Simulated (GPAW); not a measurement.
A run of GPAW 26.7.0 is set up as follows.

File run.py:

```python
from ase import Atoms
from ase.eos import EquationOfState
from ase.io import Trajectory
from ase.units import GPa
from gpaw import GPAW, PW, setup_paths

setup_paths.insert(0, '.')

atoms = Atoms(['Si', 'Si', 'Si', 'Si'],
              cell=[[3.8313174605, 0.0, 0.0],
                    [-1.9156587303, 3.3180182508, 0.0],
                    [0.0, 0.0, 6.3326220002]],
              scaled_positions=[[0.6666666667, 0.3333333333, 0.9369905],
                                [0.3333333333, 0.6666666667, 0.4369905],
                                [0.6666666667, 0.3333333333, 0.5630095],
                                [0.3333333333, 0.6666666667, 0.0630095]],
              pbc=True)

traj = Trajectory('eos.traj', 'w')
volumes, energies = [], []
for x in [0.94, 0.96, 0.98, 1.0, 1.02, 1.04, 1.06]:
    a = atoms.copy()
    a.set_cell(atoms.cell * x**(1 / 3), scale_atoms=True)
    calc = GPAW(mode=PW(600),
                xc='PBEsol',
                kpts={'size': (8, 8, 4), 'gamma': True},
                occupations={'name': 'fermi-dirac', 'width': 0.05},
                nbands=18,
                convergence={'density': 1e-05, 'energy': 1e-05},
                maxiter=150,
                txt=f'eos-{x:.2f}.txt')
    a.calc = calc
    energies.append(a.get_potential_energy(force_consistent=True))
    volumes.append(a.get_volume())
    p = -a.get_stress()[:3].mean() / GPa
    calc.write(f'eos-{x:.2f}.gpw')
    traj.write(a)
    print(f'{x:.2f} {volumes[-1]:10.4f} A^3 {energies[-1]:14.6f} eV {p:9.3f} GPa', flush=True)

v0, e0, B = EquationOfState(volumes, energies, eos='birchmurnaghan').fit()
print(f'V0 = {v0:.4f} A^3, E0 = {e0:.6f} eV, B0 = {B / GPa:.2f} GPa')
```

Potentials or basis: PAW data sets generated in the run's folder for this functional, pw.

Command:

```bash
$ gpaw-setup -f PBEsol Si
$ OMP_NUM_THREADS=1 python run.py
```

Question: Predict the equilibrium volume.

Answer: 20.09 Å³/atom.

Question: Estimate the bulk modulus at fixed shape and positions.

Answer: 94 GPa.

Energy against volume, from the lowest point:
```csv
volume (Å³/atom),energy (meV/atom)
18.918,22.06
19.321,9.13
19.723,1.96
20.126,0.00
20.528,2.72
20.931,9.64
21.333,20.35
```

Caveat: the cell was scaled at fixed shape and fractional positions, which overstates the stiffness of a crystal with free parameters, most of all of layers and chains.
